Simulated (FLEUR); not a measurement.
Runs of FLEUR MaX-R8.1 (patched build s14) on CdSe. It takes space group F-43m (No. 216, cubic). Conventional cell: a = 6.141 Å, b = 6.141 Å, c = 6.141 Å, α = 90.00°, β = 90.00°, γ = 90.00°. Around Cd (site symmetry -43m) lie 4 Se at 2.66 Å. Around Se (site symmetry -43m) lie 4 Cd at 2.66 Å. Measurements of this composition are mostly on another form, of space group No. 186.

| task | level | spin | k mesh | gmax | muffin-tin radii | max iterations | mixing factor | mixer | kmax | mesh quality | gap on the mesh (eV) |
| --- | --- | --- | --- | --- | --- | --- | --- | --- | --- | --- | --- |
| single point | PBE0 | off | 4 × 4 × 4 | 14.2 1/bohr | Cd 2.52, Se 2.14 bohr | 30 | 0.05 | Anderson | 4.58 1/bohr | coarse | (a) |
| single point | HSE06 | off | 4 × 4 × 4 | 11.8 1/bohr | Cd 2.52, Se 2.14 bohr | 30 | 0.05 | Anderson | 3.8 1/bohr | coarse | 1.49 |
| band structure | PBEsol | SOC, no magnetisation | 6 × 6 × 6 | 12 1/bohr | Cd 2.52, Se 2.14 bohr | 60 | 0.05 | Anderson | 3.88 1/bohr | not flagged | 0.30 |
| band structure | PBEsol | off | 8 × 8 × 8 | 12 1/bohr | Cd 2.52, Se 2.14 bohr | 60 | 0.05 | Anderson | 3.88 1/bohr | not flagged | 0.43 |

Alike in all rows: potentials or basis all-electron, FLAPW; cell as given; smearing fermi-dirac 0.05 eV.

Estimate the missing entries.

(a) 2.18.

Caveats: some runs use coarse meshes; core states are solved in the semilocal potential (some runs).

A k mesh can miss the band edges, and rows without SOC leave out spin-orbit coupling on Cd, Se.

Runs at the PBE level aren't shown here.
